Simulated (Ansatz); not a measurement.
Ansatz input file:

```yaml
crystal:
  lattice:
    - [1.725725178, 0.9963478961, 3.1296800121]
    - [-1.725725178, 0.9963478961, 3.1296800121]
    - [0.0, -1.9926957921, 3.1296800121]
  atoms:
    - { symbol: P, position: [0.2318730723, 0.2318730723, 0.2318730723] }
    - { symbol: P, position: [0.77291975, 0.77291975, 0.77291975] }
basis:
  ecutwfc: 420
kpoints:
  mp_grid: { grid: [12, 12, 12] }
hamiltonian:
  xc: pbe
scf:
  occupations: { method: gaussian, width: 0.1 }
output:
  forces: true
  stress: true
  eigenvalues: true
```

Run as
```bash
ansatz run input.yaml --threads 1 --pin off --max-ram 1331MiB --backend cpu --events-out ev --progress --plain --runs-dir out
```

These are results of DFT PBE, scalar-relativistic, plane waves, PAW (Ansatz 0.2.0), not measurements.

Part of what the program printed, abridged (final results; tables in files aren't shown):

```
SCF 1 converged in 6 iterations: F = -1511.260790 eV  dr2 = 3.02e-8
SCF converged after 6 iterations
Free energy (F): -1511.260790 eV
Harris-Foulkes:  -1511.260791 eV  (|F-HF|=1.93e-8)
Internal energy: -1511.259492 eV  (E = F + TS)
E sigma→0 (E₀):  -1511.260141 eV
Entropy (-TS):   -0.001298 eV (-0.649 meV/atom)
Fermi energy:    10.163713 eV
--- Per-component energies (eV) ---
  E_band       = 29.976045
  E_kinetic    = 140.444685
  E_local      = -73.402295  (includes V_loc(G=0)·N_el)
  E_nonlocal   = 67.280166
  E_hartree    = 16.227673
  E_xc         = -123.109326
  E_vxc        = -121.855767  (∫ρ·V_xc dr)
  E_paw        = -1138.512712  (= ΣΔE_a)
  E_vpaw       = -14.945471  (= ΣTr[D̂ρ^β])
  E_aug_tail   = 0.000007  (compensation charges beyond the density's cutoff)
  E_ewald      = -400.187690
  E_smearing   = -0.001298  (= −TS)
--- Forces (eV/Å), atoms counted from 1 ---
  atom   1  P      0.00000000     0.00000000    -0.11846108
  atom   2  P      0.00000000     0.00000000     0.11846108
--- Stress (GPa, compression-positive) ---
        0.823914       0.000000       0.000000
        0.000000       0.823914       0.000000
        0.000000       0.000000      -0.997839
  P = ⅓ Tr σ = 0.2167 GPa (2.167 kbar)
--- Band table (eV; the first three rows and the last of 189) ---
  k-point 0: bands = ["-6.2522", "6.5799", "6.9253", "7.4433", "7.4433", "11.7677", "12.9825", "12.9825", "15.8593"]
  k-point 1: bands = ["-6.1395", "5.5745", "6.9664", "7.3600", "7.9176", "12.0610", "12.9043", "12.9275", "15.1697"]
  k-point 2: bands = ["-5.8026", "4.0231", "6.8261", "7.1577", "8.4784", "12.0636", "12.4279", "12.6988", "14.8272"]
  k-point 188: bands = ["-4.2059", "-0.8714", "7.5760", "7.5760", "10.0183", "10.0183", "10.4746", "12.4500", "18.9913"]
```

The calculation finished and met its thresholds.